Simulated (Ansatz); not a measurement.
# Au(111) / 3 layers Cd(0001) / Au(111): resistance against film thickness

Aim: what a thin film of another metal adds to the resistance, first Au(111) / 3 layers Cd(0001) / Au(111).

Calculated with Ansatz 0.2.0; Ansatz plane-wave DFT, PBE, PAW files; ballistic transport by layer matching (Landauer), zero bias.

## 1. Set-up

The cell holds 11 atoms: 8 Au and 3 Cd. Its edges and angles: a = 2.884 Å, b = 2.884 Å, c = 27.828 Å, α = 90.0°, β = 90.0°, γ = 120.0°. It derives from Au and Cd. Regions: lead, 8 atoms (8 Au); films, 3 atoms (3 Cd). The structure is stacked along c, and the current runs across the ab planes.

## 2. With 3 layers

The film is laid into the lead at the lead's in-plane lattice, and the cell closes on the lead's own image. The mesh across the current, 30×30, is finer than the density's, because channels open and close sharply across the zone. Energies from -1 to 1 eV in steps of 0.036 eV cover the slope of the Fermi function at 300 K, so the program can form a conductance.

The input, input.yaml:

```yaml
crystal:
  lattice:
    - [2.8837582304, 0.0, 0.0]
    - [-1.4418791152, 2.4974078859, 0.0]
    - [0.0, 0.0, 27.8281132242]
  atoms:
    - { symbol: Au, position: [0.0, 0.0, 0.042305756] }
    - { symbol: Au, position: [0.3333333333, 0.6666666667, 0.126917268] }
    - { symbol: Au, position: [0.6666666667, 0.3333333333, 0.2115287799] }
    - { symbol: Au, position: [0.0, 0.0, 0.2961402919] }
    - { symbol: Cd, position: [0.3333333333, 0.6666666667, 0.3922973653] }
    - { symbol: Cd, position: [0.6666666667, 0.3333333333, 0.5] }
    - { symbol: Cd, position: [0.3333333333, 0.6666666667, 0.6077026347] }
    - { symbol: Au, position: [0.6666666667, 0.3333333333, 0.7038597081] }
    - { symbol: Au, position: [0.0, 0.0, 0.7884712201] }
    - { symbol: Au, position: [0.3333333333, 0.6666666667, 0.873082732] }
    - { symbol: Au, position: [0.6666666667, 0.3333333333, 0.957694244] }
kpoints:
  mp_grid: { grid: [15, 15, 1] }
hamiltonian:
  xc: pbe
scf:
  occupations: { method: fermi_dirac, width: 0.1 }
output:
  transmission: { leads: [[0, 1]], kmesh: [30, 30], e_range: [-1.0, 1.0], de: 0.036 }
  write_potential: true
  write_density: true
  volumetric_format: npy
  elf: true
```

On the command line:

```
$ ansatz run input.yaml --threads 4 --pin off --max-ram 8192MiB --backend cpu --events-out ev --progress --plain --runs-dir out
```

Numbers of over 12 decimals in the logs are rounded to 6 here.

Log:

```text
Engine: ansatz 0.2.0, aarch64-unknown-linux-gnu
Pseudopotentials: kind: paw
Pseudopotential: Au, paw, valence charge 19, recommended cutoff 420 eV (normal), Au.paw.azcp
Pseudopotential: Cd, paw, valence charge 20, recommended cutoff 420 eV (normal), Cd.paw.azcp
Functional definition: PBE
  parameter kappa = 0.804
  parameter beta = 0.066725
  exchange = pbe_x(kappa = kappa, mu = beta*pi^2/3)
  correlation = pbe_c(beta = beta)
Crystal: 11 atoms, lattice volume = 200.416 Å³
Basis set: ecut = 420 eV, 3909 PW (Γ)
Bands: 128, of which v1, the nominal top of the filled ones, is band 106 counted from 1 (105 counted from 0)
Symmetry: 6 space group operations
Space group: P3m1 (ITA 156), of the structure as read, at distance tolerance 5.9e-5 Å
k-points: 27 of 225 (time reversal used)
Non-local potential: Au, projectors of the file, l = 0: 3, l = 1: 2, l = 2: 2, l = 3: 1
Non-local potential: Cd, projectors of the file, l = 0: 3, l = 1: 2, l = 2: 2, l = 3: 1
PAW form: soft (Blöchl's): semilocal exchange-correlation on the pseudo side does not see the compensation charge
PAW one-centre angular grid: Au, 590 points (default); XC on 64 Gauss nodes
PAW one-centre angular grid: Cd, 590 points (default); XC on 64 Gauss nodes
Initial density: superposition of atomic densities (neutral atoms: chi_scale 0, normalization atom), corrected by the library's trained network
Initial wavefunctions: pseudopotential atomic-orbital guess
Functional: x = pbe(κ = 0.804, μ = 0.219515), c = pbe(β = 0.066725)
SCF iter   1: F=—  HF=-129957.943945 eV  |F-HF|=—  |Δ(HF+E_count)|=         —  Δρ=6.17e-3  dr2=8.00e0  ethr=1.77e-3  ⟨swp⟩=5.3  Hψ=10953  notcnv=0  defer=221
preconditioner: auto → Kerker (q_TF=auto, 2.754 Å⁻¹)  [metal: Δε(μ)=0.045 eV  Ē_g=11.608 eV  σ=0.100 eV  W_gap=0.11  n_scr=78 (ndim 8)  ℏωp=29.2 eV  f_vac=0.000  D(μ)=3.33/eV (n_scr^D=14)]
SCF iter   2: F=—  HF=-129957.891889 eV  |F-HF|=—  |Δ(HF+E_count)|=   5.21e-2  Δρ=4.10e-3  dr2=5.11e0  ethr=1.77e-3  ⟨swp⟩=1.1  Hψ=4012  notcnv=0  defer=208
SCF iter   3: F=—  HF=-129957.792900 eV  |F-HF|=—  |Δ(HF+E_count)|=   9.90e-2  Δρ=1.77e-3  dr2=6.95e-1  ethr=1.77e-3  ⟨swp⟩=2.0  Hψ=3221  notcnv=0  defer=208
SCF iter   4: F=—  HF=-129957.776532 eV  |F-HF|=—  |Δ(HF+E_count)|=   1.64e-2  Δρ=8.57e-4  dr2=5.44e-3  ethr=3.28e-4  ⟨swp⟩=1.0  Hψ=3839  notcnv=0  defer=234
SCF iter   5: F=—  HF=-129957.776414 eV  |F-HF|=—  |Δ(HF+E_count)|=   1.18e-4  Δρ=3.03e-4  dr2=1.37e-3  ethr=2.57e-6  ⟨swp⟩=1.1  Hψ=3209  notcnv=0  defer=231
SCF iter   6: F=—  HF=-129957.776376 eV  |F-HF|=—  |Δ(HF+E_count)|=   3.82e-5  Δρ=1.06e-4  dr2=1.38e-4  ethr=6.47e-7  ⟨swp⟩=1.1  Hψ=3144  notcnv=0  defer=231
SCF iter   7: F=—  HF=-129957.776340 eV  |F-HF|=—  |Δ(HF+E_count)|=   3.59e-5  Δρ=4.43e-5  dr2=3.92e-5  ethr=6.53e-8  ⟨swp⟩=2.2  Hψ=4221  notcnv=0  defer=231
SCF iter   8: F=—  HF=-129957.776737 eV  |F-HF|=—  |Δ(HF+E_count)|=   3.97e-4  Δρ=1.97e-5  dr2=3.71e-6  ethr=1.85e-8  ⟨swp⟩=1.2  Hψ=3182  notcnv=0  defer=233
SCF iter   9: F=—  HF=-129957.776737 eV  |F-HF|=—  |Δ(HF+E_count)|=   3.33e-7  Δρ=7.36e-6  dr2=8.95e-7  ethr=1.75e-9  ⟨swp⟩=2.0  Hψ=4714  notcnv=0  defer=233
SCF iter  10: F=—  HF=-129957.776737 eV  |F-HF|=—  |Δ(HF+E_count)|=   6.34e-8  Δρ=3.65e-6  dr2=2.19e-7  ethr=4.22e-10  ⟨swp⟩=2.0  Hψ=4123  notcnv=0  defer=233
SCF iter  11: F=-129957.776737 eV  HF=-129957.776737 eV  |F-HF|=1.51e-8  |Δ(HF+E_count)|=   1.11e-8  Δρ=1.06e-6  dr2=1.69e-8  ethr=4.72e-11  ⟨swp⟩=8.9  Hψ=12399  notcnv=0
SCF 1 converged in 11 iterations: F = -129957.776737 eV  dr2 = 1.69e-8
  greatest PAW one-centre occupation: 1.000 electrons in one spin orbital (limit 2), on the Au atom at site 7 (counted from 0), in its partial waves of l = 0
transmission: 395 of 3913 steps passed
transmission: 786 of 3913 steps passed
[...]
transmission: 3913 of 3913 steps passed
SCF converged after 11 iterations
Free energy (F): -129957.776737 eV
Harris-Foulkes:  -129957.776737 eV  (|F-HF|=1.51e-8)
Internal energy: -129957.673547 eV  (E = F + TS)
E sigma→0 (E₀):  -129957.725142 eV
Entropy (-TS):   -0.103190 eV (-9.381 meV/atom)
Fermi energy:    18.759239 eV
--- Per-component energies (eV) ---
  E_band       = -2877.278450
  E_kinetic    = 6357.568480
  E_local      = -26406.366234  (includes V_loc(G=0)·N_el)
  E_nonlocal   = 689.285736
  E_hartree    = 11930.111006
  E_xc         = -2358.576946
  E_vxc        = -2872.759632  (∫ρ·V_xc dr)
  E_paw        = -89898.926138  (= ΣΔE_a)
  E_vpaw       = -4505.243587  (= ΣTr[D̂ρ^β])
  E_aug_tail   = 0.011860  (compensation charges beyond the density's cutoff)
  E_ewald      = -30270.781311
  E_smearing   = -0.103190  (= −TS)
  E_closure    = -0.000000  (closes the sum)
  Σ components = -129957.776737   (vs F -129957.776737, Δ=0.00e0)
--- Band table (eV; the first three rows and the last of 27) ---
  k-point 0: bands = [... 102 lower, 16.2215, 16.2215, 16.3576, 16.5118, 16.5118, 16.6486, 16.7032, 16.7032, ... 18 higher]
  k-point 1: bands = [... 102 lower, 15.9220, 16.0970, 16.2299, 16.4237, 16.5203, 16.7127, 17.2193, 17.3745, ... 18 higher]
  k-point 2: bands = [... 102 lower, 16.0419, 16.2486, 16.3648, 16.5415, 16.7376, 16.8628, 17.9520, 18.1184, ... 18 higher]
  k-point 26: bands = [... 102 lower, 20.4732, 20.6895, 20.9898, 21.2744, 21.2773, 21.2994, 21.7150, 21.7410, ... 18 higher]
--- Transmission ---
  basis      : 61 plane waves across, 43 finite elements along
  points     : 91, standing for a mesh of 30 x 30
  filling    : by the input's occupations and mesh, since the crystals that have channels conduct as metals do. If one of these is a semiconductor, that mesh has misplaced its level
  energies   : 56 from -1.000000 to 0.980000 eV about the Fermi level, 0.036000 eV apart; the leads are filled to 0.000000 eV, and channels, transmission and decay are at 0.008000 eV
  crystal 0  : Au1, at the sites [0, 1], period 2.3546 Å, over 18.84 Å; its Hamiltonian steps by up to 7.3 meV
    offset         : up to 0.0000 Å between an atom of the period and one for which it stands
    filled         : 12.0 meV under the level at which it is neutral
    channels       : 7.966667e-1 a spin
    conductance    : 8.5030e14 S/m² at 300 K; may be off by some 0.0 % by where its bands' edges are placed, 4.0 % from the k-mesh, 0.2 % from the distance to neutral
    slowest decay  : 0.0781 /Å at (0.0667, 0.0000)
  junction   : crystal 0 to crystal 0, 0.70 to 26.17 Å
    transmission   : 3.968834e-1 a spin
    conductance    : 4.2684e14 S/m² at 300 K (4.1670e14 on every other point, 4.2675e14 on every other energy)
    error estimate : 0.0 % from the energy spacing and 0.0 % from band edges of the leads and from resonances (wavevectors taken as independent; lower de), 2.7 % from the k-mesh, 0.5 % from the steps of its leads' Hamiltonians or their offsets (lay more layers), 0.0 % from the distance to neutral
    resistance     : 1.1667e-3 Ω µm² beyond half of each lead's own
```

Elapsed: 2 min, on 4 threads of Arm Neoverse V2, shared host; peak memory 1.1 GiB.

In the SCF lines HF is the Harris–Foulkes energy and dr2 the Hartree energy of the density residual, in eV; the loop may stop once dr2 is under the threshold and the program's other checks hold. Hψ counts applications of the Hamiltonian.

Numbers from this step:

```yaml
free_energy: -129957.7767 eV
energy_at_zero_smearing: -129957.7251 eV
fermi_energy: 18.76 eV
cell_area: 7.202 Å²
step_of_the_lead_s_potential: 7.3 meV
ballistic_conductance_of_the_lead: 8.50e14 S/m²
estimated_errors_of_the_lead_s_conductance: 0, 4, 0.2 % (band edges, k-mesh, distance from neutral)
lead_conductance_per_cell: 0.7904 G₀
conductance_of_the_junction: 4.27e14 S/m²
junction_conductance_per_cell: 0.3968 G₀
estimated_errors_of_the_junction_s_conductance: 0, 0, 2.7, 0.5, 0 % (energy step, band edges, k-mesh, leads' steps, distance from neutral)
area_resistance_that_the_stack_adds_contact_term_taken_off_spin_by_spin: 1.167 fΩ m²
```

Per spin. The transmission, zone mean by energy, zero at the Fermi level:

```tsv
energy (eV)	transmission, zone mean
-1.000	0.428
-0.892	0.426
-0.820	0.421
-0.712	0.413
-0.640	0.415
-0.532	0.409
-0.424	0.403
-0.352	0.399
-0.244	0.395
-0.136	0.397
-0.064	0.397
0.008	0.397
0.044	0.397
0.116	0.392
0.224	0.390
0.332	0.395
0.404	0.395
0.512	0.398
0.620	0.399
0.692	0.398
0.800	0.396
0.872	0.403
0.944	0.423
0.980	0.421
```

Per spin. The open channels, zone mean, lead by energy, zero at the Fermi level:

energy (eV), open channels, zone mean, lead and a bar from the least value:
```
   -1.000      0.670 ##
   -0.928      0.657 
   -0.856      0.683 ####
   -0.784      0.710 #######
   -0.712      0.710 #######
   -0.676      0.730 ##########
   -0.604      0.723 #########
   -0.532      0.723 #########
   -0.460      0.737 ###########
   -0.388      0.750 #############
   -0.316      0.763 ###############
   -0.244      0.783 #################
   -0.172      0.783 #################
   -0.100      0.783 #################
   -0.028      0.783 #################
    0.008      0.797 ###################
    0.080      0.797 ###################
    0.152      0.783 #################
    0.224      0.830 ########################
    0.296      0.843 #########################
    0.368      0.837 #########################
    0.440      0.837 #########################
    0.512      0.837 #########################
    0.584      0.837 #########################
    0.656      0.837 #########################
    0.692      0.837 #########################
    0.764      0.850 ##########################
    0.836      0.863 ############################
    0.908      0.877 ##############################
    0.980      0.873 ##############################
```

Transmission over k1 and k2. At 0.0080 eV from the Fermi level.

Ten even steps from '0' (0.000) to '9' (0.998), each cell a mean:
```
201344444444431122000000000002
123444444444444322100000000000
234433334444333344320000000000
344433444444444333443100000000
344434445566655444344310000000
344434456788887655444442000000
344444567899999987544444310000
344444568999999999765444432000
234434568999866799986543444200
124434467999700038998654334313
203433456899800001999865433421
220343345789981000799975433431
110244344578998433899986543443
200034444457899999999986543444
300002344445678999999876544444
300000134444456788888776544444
300000002444344556666655443444
300000000134433444455444433444
300000000013444333444443333444
200000000000223344444444444432
110000000000021123444444444310
221122222222112221233333333212
```
Columns: k1 (b1) from -0.5 to 0.467; rows upwards: k2 (b2) from -0.5 to 0.467.

Open channels over k1 and k2. At 0.0080 eV from the Fermi level.

Ten even steps from '0' (0.00) to '9' (1.00), each cell a mean:
```
999999999999999999900000000079
999999999999999999900000000004
999999999999999999970000000000
999999999999999999999300000000
999999999999999999999960000000
999999999999999999999998100000
999999999999999999999999930000
999999999999999999999999996000
999999999999977799999999999999
999999999999900059999999999999
999999999999900002999999999999
999999999999992000999999999999
999999999999999555999999999999
911199999999999999999999999999
900006999999999999999999999999
900000399999999999999999999999
900000018999999999999999999999
900000000599999999999999999999
900000000039999999999999999999
910000000000999999999999999999
994000000000999999999999999999
999777777777999999999999999999
```
Columns: k1 (b1) from -0.5 to 0.467; rows upwards: k2 (b2) from -0.5 to 0.467.

Electrostatic potential energy in the ca plane at fractional y = 0.333, with atoms of Au and Cd within 0.2 Å of it. With pseudopotentials it is smooth inside the atoms' cores, unlike the true potential.

Ten even steps from '0' (-25 eV) to '9' (21 eV), each cell a mean:
```
89999889996212699988999998889999644469999888
99999999983000289999999999999998532358999999
99999999972000179999999999999997421247999999
99999999984000389999999999999998532358999999
89999878997323799888899998789999754579999878
68997557999878999755799986578999987899998756
47997436899999999644799975568999999999998655
68998657999878999755799986678999987899998766
```
Columns run along c (16.0 Å, from fractional 0.06 to 0.63 of the cell; values clipped at the 3rd and 97th percentile), rows up along a (2.9 Å). Atoms in or near the plane, at fractional coordinates: Au at (0.21, 0.67), Cd at (0.50, 0.67).

ELF in the ca plane at fractional y = 0.333, with atoms of Au and Cd within 0.2 Å of it. It is the smooth field of the valence electrons, not physical close to the nuclei.

Values, 5 rows by 16 columns, each cell a mean:
```
0.20 0.19 0.23 0.27 0.53 0.31 0.23 0.22 0.16 0.21 0.21 0.21 0.48 0.23 0.21 0.21
0.15 0.14 0.19 0.33 0.67 0.37 0.20 0.18 0.16 0.29 0.26 0.27 0.76 0.31 0.25 0.31
0.20 0.19 0.23 0.27 0.53 0.31 0.23 0.22 0.16 0.21 0.21 0.21 0.48 0.23 0.21 0.21
0.29 0.27 0.36 0.21 0.26 0.20 0.34 0.31 0.17 0.27 0.19 0.19 0.22 0.19 0.18 0.27
0.29 0.27 0.36 0.21 0.26 0.20 0.34 0.31 0.17 0.27 0.19 0.19 0.22 0.19 0.18 0.27
```
Columns run along c (16.0 Å, from fractional 0.06 to 0.63 of the cell), rows up along a (2.9 Å). Atoms in or near the plane, at fractional coordinates: Au at (0.21, 0.67), Cd at (0.50, 0.67).

Valence density in the ca plane at fractional y = 0.333, with atoms of Au and Cd within 0.2 Å of it. It is the smooth field of the valence electrons, not physical close to the nuclei.

Values in e/Å³, 5 rows by 16 columns, each cell a mean:
```
 0  0  0  1  5  1  0  0  0  0  0  1  6  1  0  0
 0  0  0  1 11  2  0  0  0  0  0  1 17  2  0  0
 0  0  0  1  5  1  0  0  0  0  0  1  6  1  0  0
 1  1  1  0  0  0  1  1  0  1  0  0  0  0  0  1
 1  1  1  0  0  0  1  1  0  1  0  0  0  0  0  1
```
Columns run along c (16.0 Å, from fractional 0.06 to 0.63 of the cell), rows up along a (2.9 Å). Atoms in or near the plane, at fractional coordinates: Au at (0.21, 0.67), Cd at (0.50, 0.67).

The lead's potential steps by 7.3 meV from period to period, small in itself. The program estimates the junction's conductance to 2.7 % from the k-mesh, 0 % from the leads' distance from neutral and 0.5 % from their steps.

By hand: 1/G − 1/G_lead = 1/0.4268 − 1/0.8503 = 1.17 fΩ m² with G in 10¹⁵ S/m².

## 3. With 5 layers, film layers 5

The stack now holds 5 film layers; the k-mesh follows the cell, and the energies span -0.27 to 0.27 eV.

System of this step: Au(111) / 5 layers Cd(0001) / Au(111). The cell holds 13 atoms: 8 Au and 5 Cd. Cell: a = 2.884 Å, b = 2.884 Å, c = 33.822 Å, α = 90.0°, β = 90.0°, γ = 120.0°. It derives from Au and Cd. Regions: lead, 8 atoms (8 Au); films, 5 atoms (5 Cd). The structure is stacked along c, and the current runs across the ab planes.

The input, input.yaml:

```yaml
crystal:
  lattice:
    - [2.8837582304, 0.0, 0.0]
    - [-1.4418791152, 2.4974078859, 0.0]
    - [0.0, 0.0, 33.8224354519]
  atoms:
    - { symbol: Au, position: [0.0, 0.0, 0.0348079419] }
    - { symbol: Au, position: [0.3333333333, 0.6666666667, 0.1044238257] }
    - { symbol: Au, position: [0.6666666667, 0.3333333333, 0.1740397094] }
    - { symbol: Au, position: [0.0, 0.0, 0.2436555932] }
    - { symbol: Cd, position: [0.3333333333, 0.6666666667, 0.3227708281] }
    - { symbol: Cd, position: [0.6666666667, 0.3333333333, 0.411385414] }
    - { symbol: Cd, position: [0.3333333333, 0.6666666667, 0.5] }
    - { symbol: Cd, position: [0.6666666667, 0.3333333333, 0.588614586] }
    - { symbol: Cd, position: [0.3333333333, 0.6666666667, 0.6772291719] }
    - { symbol: Au, position: [0.6666666667, 0.3333333333, 0.7563444068] }
    - { symbol: Au, position: [0.0, 0.0, 0.8259602906] }
    - { symbol: Au, position: [0.3333333333, 0.6666666667, 0.8955761743] }
    - { symbol: Au, position: [0.6666666667, 0.3333333333, 0.9651920581] }
kpoints:
  mp_grid: { grid: [15, 15, 1] }
hamiltonian:
  xc: pbe
scf:
  occupations: { method: fermi_dirac, width: 0.1 }
output:
  transmission:
    leads: [[0, 1]]
    kmesh: [30, 30]
    e_range: [-0.27, 0.27]
    de: 0.036
  write_potential: true
  write_density: true
  volumetric_format: npy
```

Log:

```text
[...]
Crystal: 13 atoms, lattice volume = 243.586 Å³
Basis set: ecut = 420 eV, 4757 PW (Γ)
Bands: 152, of which v1, the nominal top of the filled ones, is band 126 counted from 1 (125 counted from 0)
Symmetry: 6 space group operations
[...]
k-points: 27 of 225 (time reversal used)
[...]
--- Transmission ---
  basis      : 61 plane waves across, 48 finite elements along
  points     : 91, standing for a mesh of 30 x 30
[...]
filled         : 17.3 meV over the level at which it is neutral
    channels       : 7.966667e-1 a spin
[...]
slowest decay  : 0.0831 /Å at (0.0667, 0.0000)
  junction   : crystal 0 to crystal 0, 0.70 to 32.17 Å
    transmission   : 2.877798e-1 a spin
[...]
resistance     : 2.0493e-3 Ω µm² beyond half of each lead's own
[key lines of the parts left out:]
SCF converged after 11 iterations
Free energy (F): -146466.623008 eV
Fermi energy:    18.047214 eV
```

Elapsed: 80 s, on 4 threads; peak memory 1.4 GiB; 5.1 min of CPU time.

This step gave:

| Property | Result |
| --- | --- |
| free energy | -146466.6230 eV |
| energy at zero smearing | -146466.5678 eV |
| Fermi energy | 18.05 eV |
| step of the lead's potential | 6.2 meV |
| ballistic conductance of the lead | 8.54e14 S/m² |
| estimated errors of the lead's conductance | 0, 4.1, 0.2 % (band edges, k-mesh, distance from neutral) |
| lead conductance per cell | 0.7935 G₀ |
| conductance of the junction | 3.10e14 S/m² |
| junction conductance per cell | 0.2886 G₀ |
| estimated errors of the junction's conductance | 0, 0, 4.5, 1, 0.2 % (energy step, band edges, k-mesh, leads' steps, distance from neutral) |
| area resistance that the stack adds (contact term taken off, spin by spin) | 2.049 fΩ m² |

Per spin. Table of transmission, zone mean by energy, zero at the Fermi level:

```tsv
energy (eV)	transmission, zone mean
-0.270	0.315
-0.234	0.309
-0.198	0.303
-0.162	0.299
-0.126	0.295
-0.090	0.292
-0.054	0.290
-0.018	0.289
0.018	0.288
0.054	0.287
0.090	0.286
0.126	0.287
0.162	0.288
0.198	0.291
0.234	0.304
0.270	0.317
```

The conductance of the junction is 3.1e14 S/m², 27 % under the 4.3e14 S/m² of the last finished run.

(Part 1 of 2 ends here.)

[Logs are printed without paths, hosts, clocks, repeated set-up lines and the standing remarks that a program may print on its own settings, such as how far it seeks lower states.]

[Hosts, paths, dates, database ids (printed as entryN), source tags and the programs' standing remarks are cut or masked in the printed files.]
